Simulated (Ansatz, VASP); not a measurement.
# One calculation of AlAs2, two programs

```
Al As
1.0
     0.00000    3.02644    3.02644
     3.02644    0.00000    3.02644
     3.02644    3.02644    0.00000
Al As
1 2
Direct
  0.00000 0.00000 0.00000
  0.25000 0.25000 0.25000
  0.75000 0.75000 0.75000
```

Alike in both runs: task single point; functional r2SCAN; k mesh 6 × 6 × 6; occupations gaussian, width 0.1 eV; no spin polarisation.

|  | VASP | Ansatz |
| --- | --- | --- |
| version | VASP 6.6.1 | Ansatz 0.2.0 |
| potentials or method | VASP PAW PBE potentials, release 64 (Al, As) | scalar-relativistic, plane waves, PAW |
| plane-wave cutoff (eV) | 520 | 500 |
| valence electrons in the cell | 13 | 33 |

|  | VASP | Ansatz | Ansatz less VASP |
| --- | --- | --- | --- |
| gap on the k mesh at the Fermi level (eV) | none | none | - |
| pressure (GPa) | 8.1 | 8.1 | +0.05 |

A gap of «none» marks a metal or a gap that the smearing closes. The two sets of potentials don't hold the same shells in valence.

Caveats: the PAW data sets were made with another functional, which shifts forces and pressure a little (VASP).
